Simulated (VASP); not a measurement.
# Pb4O (Pm-3m) in VASP: a series of runs

Runs on Pb4O. Level: PBE. Tasks: relaxation of cell and atoms, single point.

All numbers are computed with VASP 6.6.1; they aren't measurements. Logs are shortened: lines on timing, memory, paths and dates and some standing lists are left out, and cuts for length are marked.

### 1 The cell of the first run

It takes space group Pm-3m (No. 221, cubic). Conventional cell: a = 5.417 Å, b = 5.417 Å, c = 5.417 Å, α = 90.00°, β = 90.00°, γ = 90.00°. Pb (site symmetry 4/mmm) is surrounded by 2 Pb at 2.71 Å. Around Pb (site symmetry m-3m) lie 6 Pb at 2.71 Å. Around O (site symmetry m-3m) lie 12 Pb at 3.83 Å.

The cell was built by a generator and needn't be a form met in nature.

### 2 Relaxation of cell and atoms, PBE (random cell by space group and Wyckoff sites (Pm-3m, No. 221))

The input, INCAR:

```
ALGO     = Normal         # electronic algorithm
EDIFF    = 1E-6           # SCF threshold, eV
EDIFFG   = -0.04          # ionic threshold
ENCUT    = 600            # plane-wave cutoff, eV
GGA      = PE             # functional
IBRION   = 2              # ionic algorithm
ISIF     = 3              # what is computed and relaxed
ISMEAR   = 0              # smearing method
LASPH    = True           # aspherical terms in the spheres
LCHARG   = False          # write CHGCAR
LREAL    = False          # projectors in reciprocal space
LWAVE    = False          # write WAVECAR
NELM     = 100            # most SCF steps
NSW      = 90             # ionic steps
PREC     = Accurate       # precision mode
SIGMA    = 0.1            # smearing width, eV
```

The input, KPOINTS:

```
k-points
0
Gamma
  4 4 4
```

The input, POSCAR:

```
Pb4O
1.0
    5.4170349400      0.0000000000      0.0000000000
    0.0000000000      5.4170349400      0.0000000000
    0.0000000000      0.0000000000      5.4170349400
Pb O
4 1
Direct
    0.0000000000      0.5000000000      0.5000000000
    0.5000000000      0.0000000000      0.5000000000
    0.5000000000      0.5000000000      0.0000000000
    0.5000000000      0.5000000000      0.5000000000
    0.0000000000      0.0000000000      0.0000000000
```

Potentials or basis: VASP PAW PBE potentials, release 64 (Pb_d, O).

Launch:

```
$ cat potpaw_PBE.64/Pb_d/POTCAR potpaw_PBE.64/O/POTCAR > POTCAR
$ mpirun -np 1 vasp_std > vasp.out
```

OUTCAR:

```text
EDIFF = 1E-6
   EDIFFG = -0.04
   ENCUT = 600
   GGA = PE
   IBRION = 2
   ISIF = 3
   ISMEAR = 0
   LASPH = True
   LREAL = False
   NELM = 100
   NSW = 90
   PREC = Accurate

 ion  position               nearest neighbor table
   1  0.000  0.500  0.500-   4 2.71   4 2.71   2 3.83   3 3.83   2 3.83   2 3.83   3 3.83   3 3.83
                             3 3.83   2 3.83
   2  0.500  0.000  0.500-   4 2.71   4 2.71   1 3.83   3 3.83   1 3.83   3 3.83   3 3.83   3 3.83
                             1 3.83   1 3.83
   3  0.500  0.500  0.000-   4 2.71   4 2.71   1 3.83   1 3.83   2 3.83   2 3.83   2 3.83   2 3.83
                             1 3.83   1 3.83
   4  0.500  0.500  0.500-   1 2.71   2 2.71   3 2.71   3 2.71   2 2.71   1 2.71
   5  0.000  0.000  0.000-

  LATTYP: Found a simple cubic cell.
 ALAT       =     5.4170349400

  Lattice vectors:

 A1 = (   5.4170349400,   0.0000000000,   0.0000000000)
 A2 = (   0.0000000000,   5.4170349400,   0.0000000000)
 A3 = (   0.0000000000,   0.0000000000,   5.4170349400)

Analysis of symmetry for initial positions (statically):
=====================================================================
 Subroutine PRICEL returns:
 Original cell was already a primitive cell.

 Routine SETGRP: Setting up the symmetry group for a
 simple cubic supercell.

 Subroutine GETGRP returns: Found 48 space group operations
 (whereof 48 operations were pure point group operations)
 out of a pool of 48 trial point group operations.

The static configuration has the point symmetry O_h .

Analysis of symmetry for dynamics (positions and initial velocities):
=====================================================================
 Subroutine PRICEL returns:
 Original cell was already a primitive cell.

 Routine SETGRP: Setting up the symmetry group for a
 simple cubic supercell.

 Subroutine GETGRP returns: Found 48 space group operations
 (whereof 48 operations were pure point group operations)
 out of a pool of 48 trial point group operations.

The dynamic configuration has the point symmetry O_h .

 Subroutine INISYM returns: Found 48 space group operations
 (whereof 48 operations are pure point group operations),
 and found     1 'primitive' translations

----------------------------------------------------------------------------------------

                                     Primitive cell

  volume of cell :     158.9589

  direct lattice vectors                    reciprocal lattice vectors
     5.417034940  0.000000000  0.000000000     0.184602834  0.000000000  0.000000000
     0.000000000  5.417034940  0.000000000     0.000000000  0.184602834  0.000000000
     0.000000000  0.000000000  5.417034940     0.000000000  0.000000000  0.184602834

  length of vectors
     5.417034940  5.417034940  5.417034940     0.184602834  0.184602834  0.184602834

  position of ions in fractional coordinates (direct lattice)
     0.000000000  0.500000000  0.500000000
     0.500000000  0.000000000  0.500000000
     0.500000000  0.500000000  0.000000000
     0.500000000  0.500000000  0.500000000
     0.000000000  0.000000000  0.000000000

  ion indices of the primitive-cell ions
   primitive index   ion index
                 1           1
                 2           2
                 3           3
                 4           4
                 5           5

----------------------------------------------------------------------------------------

 KPOINTS: k-points

Automatic generation of k-mesh.
 Grid dimensions read from file:
 generate k-points for:    4    4    4

 Generating k-lattice:

  Cartesian coordinates                     Fractional coordinates (reciprocal lattice)
     0.046150708  0.000000000  0.000000000     0.250000000  0.000000000  0.000000000
     0.000000000  0.046150708  0.000000000     0.000000000  0.250000000  0.000000000
     0.000000000  0.000000000  0.046150708     0.000000000  0.000000000  0.250000000

  Length of vectors
     0.046150708  0.046150708  0.046150708

  Shift w.r.t. Gamma in fractional coordinates (k-lattice)
     0.000000000  0.000000000  0.000000000

 Subroutine IBZKPT returns following result:
 ===========================================

 Found     10 irreducible k-points:

 Following reciprocal coordinates:
            Coordinates               Weight
  0.000000  0.000000  0.000000      1.000000
  0.250000  0.000000  0.000000      6.000000
  0.500000  0.000000  0.000000      3.000000
  0.250000  0.250000  0.000000     12.000000
  0.500000  0.250000  0.000000     12.000000
  0.500000  0.500000  0.000000      3.000000
  0.250000  0.250000  0.250000      8.000000
  0.500000  0.250000  0.250000     12.000000
  0.500000  0.500000  0.250000      6.000000
  0.500000  0.500000  0.500000      1.000000
   k-points           NKPTS =     10   k-points in BZ     NKDIM =     10   number of bands    NBANDS=     37
   number of dos      NEDOS =    301   number of ions     NIONS =      5
   total plane-waves  NPLWV = 110592
   dimension x,y,z NGX =    48 NGY =   48 NGZ =   48
   dimension x,y,z NGXF=    96 NGYF=   96 NGZF=   96
   ions per type =               4   1
   NGX,Y,Z   is equivalent  to a cutoff of  14.73, 14.73, 14.73 a.u.
   NGXF,Y,Z  is equivalent  to a cutoff of  29.46, 29.46, 29.46 a.u.
 SYSTEM =  unknown system
   PREC   = accura    normal or accurate (medium, high low for compatibility)
   ISTART =      0    job   : 0-new  1-cont  2-samecut
   ICHARG =      2    charge: 1-file 2-atom 10-const
   ISPIN  =      1    spin polarized calculation?
   LNONCOLLINEAR =      F non collinear calculations
   LSORBIT =      F    spin-orbit coupling
   LASPH  =      T    aspherical Exc in radial PAW
   ENCUT  =  600.0 eV  44.10 Ry    6.64 a.u.  10.82 10.82 10.82*2*pi/ulx,y,z
   NELM   =    100;   NELMIN=  2; NELMDL= -5     # of ELM steps
   EDIFF  = 0.1E-05   stopping-criterion for ELM
   LREAL  =      F    real-space projection
   EDIFFG = -.4E-01   stopping-criterion for IOM
   NSW    =     90    number of steps for IOM
   IBRION =      2    ionic relax: 0-MD 1-quasi-New 2-CG
   NFREE  =      1    steps in history (QN), initial steepest desc. (CG)
   ISIF   =      3    stress and relaxation
   ISYM   =      2    0-nonsym 1-usesym 2-fastsym
   POTIM  = 0.5000    time-step for ionic-motion
   TEBEG  =    0.0;   TEEND  =   0.0 temperature during run
   PSTRESS=    0.0 pullay stress
   NELECT =      62.0000    total number of electrons
   NUPDOWN=      -1.0000    fix difference up-down
   EMIN   =  10.00;   EMAX   =-10.00  energy-range for DOS
   EFERMI =   0.00;   METHOD = LEGACY
   ISMEAR =     0;   SIGMA  =   0.10  broadening in eV -4-tet -1-fermi 0-gaus
   EFERMI_NEDOS =   21; number of points for ismear=-14 and -15
   IALGO  =     38    algorithm
   IMIX   =      4    mixing-type and parameters
     AMIX     =   0.40;   BMIX     =  1.00
     AMIX_MAG =   1.60;   BMIX_MAG =  1.00
  volume/ion in A,a.u.               =      31.79       214.54
  Fermi-wavevector in a.u.,A,eV,Ry     =   1.196126  2.260351 19.466106  1.430718
  Thomas-Fermi vector in A             =   2.332075
   LORBIT       =      0    0 simple, 1 ext, 2 COOP (PROOUT), +10 PAW based schemes
   GGA     = PE    functional components
   LHFCALC =     F    Hartree Fock is set to
   AEXX    =    0.0000 exact exchange contribution
   IVDW    =     0    specifies the selected vdW correction
   LEPSILON=     F    determine dielectric tensor
   LRPA    =     F    only Hartree local field effects (RPA)
 conjugate gradient relaxation of ions
 non-spin polarized calculation
 Gauss-broadening in eV      SIGMA  =   0.10
  energy-cutoff  :      600.00
  volume of cell :      158.96
 maximum number of plane-waves:      5400
 NGX is ok and might be reduce to    48
   NGX = 21   NGY = 21   NGZ = 21

--------------------------------------- Ionic step        1  -------------------------------------------

 number of electron      62.0000000 magnetization

 Free energy of the ion-electron system (eV)
  ---------------------------------------------------
  ext. energy  EPLUGINS =         0.00000000
  ---------------------------------------------------
  free energy    TOTEN  =       -12.79158412 eV

  energy without entropy =      -12.76901054  energy(sigma->0) =      -12.78029733

------------------------ aborting loop because EDIFF is reached ----------------------------------------

  FORCE on cell =-STRESS in cart. coord.  units (eV):
  Direction    XX          YY          ZZ          XY          YZ          ZX
  --------------------------------------------------------------------------------------
  -------------------------------------------------------------------------------------
  Total       12.6892390     12.6892390     12.6892390      0.0000000      0.0000000      0.0000000
  in kB      127.8972623    127.8972623    127.8972623      0.0000000      0.0000000      0.0000000
  external PRESSURE =     127.8972623 kB  Pullay stress =       0.0000000 kB

 VOLUME and BASIS-vectors are now :
 -----------------------------------------------------------------------------
  energy-cutoff  :      600.00
  volume of cell :      158.96
      direct lattice vectors                 reciprocal lattice vectors
     5.417034940  0.000000000  0.000000000     0.184602834  0.000000000  0.000000000
     0.000000000  5.417034940  0.000000000     0.000000000  0.184602834  0.000000000
     0.000000000  0.000000000  5.417034940     0.000000000  0.000000000  0.184602834
[... 40 lines left out ...]
 POSITION                                       TOTAL-FORCE (eV/Angst)
 -----------------------------------------------------------------------------------
     -0.00000      3.04013      3.04013        -0.000000      0.000000      0.000000
      3.04013     -0.00000      3.04013        -0.000000      0.000000      0.000000
      3.04013      3.04013      0.00000         0.000000     -0.000000      0.000000
      3.04013      3.04013      3.04013        -0.000000      0.000000      0.000000
      0.00000      0.00000      0.00000         0.000000     -0.000000      0.000000
 -----------------------------------------------------------------------------------
    total drift:                                0.000000     -0.000000     -0.000000

  FREE ENERGIE OF THE ION-ELECTRON SYSTEM (eV)
  ---------------------------------------------------
  free  energy   TOTEN  =       -14.3165198478 eV

  energy  without entropy=      -14.2885482267  energy(sigma->0) =      -14.30253404

--------------------------------------- Ionic step        3  -------------------------------------------

 number of electron      61.9999982 magnetization

 Free energy of the ion-electron system (eV)
  ---------------------------------------------------
  ext. energy  EPLUGINS =         0.00000000
  ---------------------------------------------------
  free energy    TOTEN  =       -14.37582748 eV

  energy without entropy =      -14.34938028  energy(sigma->0) =      -14.36260388

 E-fermi :   2.5187     XC(G=0):  -7.8036

 val. band max:        2.5038598344   @ k =   0.2500   0.2500   0.0000
 cond. band min:       2.5613210720   @ k =   0.5000   0.5000   0.5000
 fundamental gap:      0.0574612376
 Fermi energy:         2.5186762145

 k-point     1 :       0.0000    0.0000    0.0000
  band No.  band energies     occupation
      1     -15.4352      2.00000
      2     -15.4352      2.00000
      3     -15.1227      2.00000
      4     -15.1218      2.00000
      5     -15.1218      2.00000
      6     -15.1218      2.00000
[... 411 lines left out ...]
 POSITION                                       TOTAL-FORCE (eV/Angst)
 -----------------------------------------------------------------------------------
     -0.00000      2.96884      2.96884        -0.000000      0.000000      0.000000
      2.96884     -0.00000      2.96884        -0.000000      0.000000      0.000000
      2.96884      2.96884      0.00000         0.000000     -0.000000      0.000000
      2.96884      2.96884      2.96884        -0.000000      0.000000      0.000000
      0.00000      0.00000      0.00000         0.000000     -0.000000      0.000000
 -----------------------------------------------------------------------------------
    total drift:                                0.000000     -0.000000     -0.000000

  FREE ENERGIE OF THE ION-ELECTRON SYSTEM (eV)
  ---------------------------------------------------
  free  energy   TOTEN  =       -14.3758274811 eV

  energy  without entropy=      -14.3493802778  energy(sigma->0) =      -14.36260388

 reached required accuracy - stopping structural energy minimisation
```

It took 3 min on 1 thread of Intel Xeon Platinum 8488C (Sapphire Rapids), shared host; peak memory 0.35 GiB.

What came out:

```yaml
Free_energy: -14.3758 eV
Relaxed_volume: 41.87 Å³/atom
Relaxed_cell: a = 5.938 Å, b = 5.938 Å, c = 5.938 Å, α = 90.00°, β = 90.00°, γ = 90.00°
Space_group_after_relaxing_to_0.05_Å: Pm-3m (No. 221)
Energy_gained_by_relaxing: 316.8 meV/atom
Ionic_steps: 3
Pressure_after_relaxing: 0.2 GPa
Band_gap_on_the_k_mesh: none (metal or under the smearing width)
```

Step by step:
| step | energy change (eV) | largest force (eV/Å) | pressure (GPa) | volume (Å³) |
| --- | --- | --- | --- | --- |
| 1 | 0.0000 | 0.0000 | 12.79 | 158.96 |
| 2 | -1.5249 | 0.0000 | -1.30 | 224.78 |
| 3 | -1.5842 | 0.0000 | 0.15 | 209.34 |

Final structure:
```
Pb O
1.0
     5.93768    0.00000    0.00000
     0.00000    5.93768    0.00000
     0.00000    0.00000    5.93768
Pb O
4 1
Direct
  0.00000 0.50000 0.50000
  0.50000 0.00000 0.50000
  0.50000 0.50000 0.00000
  0.50000 0.50000 0.50000
  0.00000 0.00000 0.00000
```

Caveat: the volume moved by over 15 % at a fixed basis, so the end points are rough.

### 3 Single point, PBE (random cell by space group and Wyckoff sites (Pm-3m, No. 221))

The input, INCAR:

```
PREC = Accurate
ENCUT = 520
EDIFF = 1E-6
ISMEAR = 0
SIGMA = 0.1
LREAL = F
LASPH = T
NELM = 100
ALGO = Normal
ISIF = 2
LWAVE = F
LCHARG = F
GGA = PE
NBANDS = 39
```

The input, KPOINTS:

```
Automatic mesh
0
Gamma
  4 4 4
```

POSCAR is that of step 2.

Potentials or basis: VASP PAW PBE potentials, release 64 (Pb_d, O).

Launch:

```
$ cat potpaw_PBE.64/Pb_d/POTCAR potpaw_PBE.64/O/POTCAR > POTCAR
$ mpirun -np 1 vasp_std > vasp.out
```

It took 47 s on 1 thread of Intel Xeon Platinum 8488C (Sapphire Rapids), shared host; peak memory 0.26 GiB.

It converged, with:

* Free energy: -12.7908 eV
* Pressure: 12.7 GPa
* Band gap on the k mesh: none (metal or under the smearing width)

Levels at points of the mesh, in eV from the Fermi level:
```
           k point  band 29  band 30  band 31  band 32  band 33  band 34
(0.00, 0.00, 0.00)    -0.86    -0.86    -0.86     1.57     1.57     1.57
(0.50, 0.00, 0.00)    -1.07    -0.72    -0.10     0.69     0.87     0.87
(0.50, 0.50, 0.00)    -1.12    -0.82     0.51     0.51     0.81     0.81
(0.50, 0.50, 0.50)     0.05     0.05     0.05     3.10     3.10     3.57
```

Spin-orbit coupling is left out, which matters for the levels of Pb.
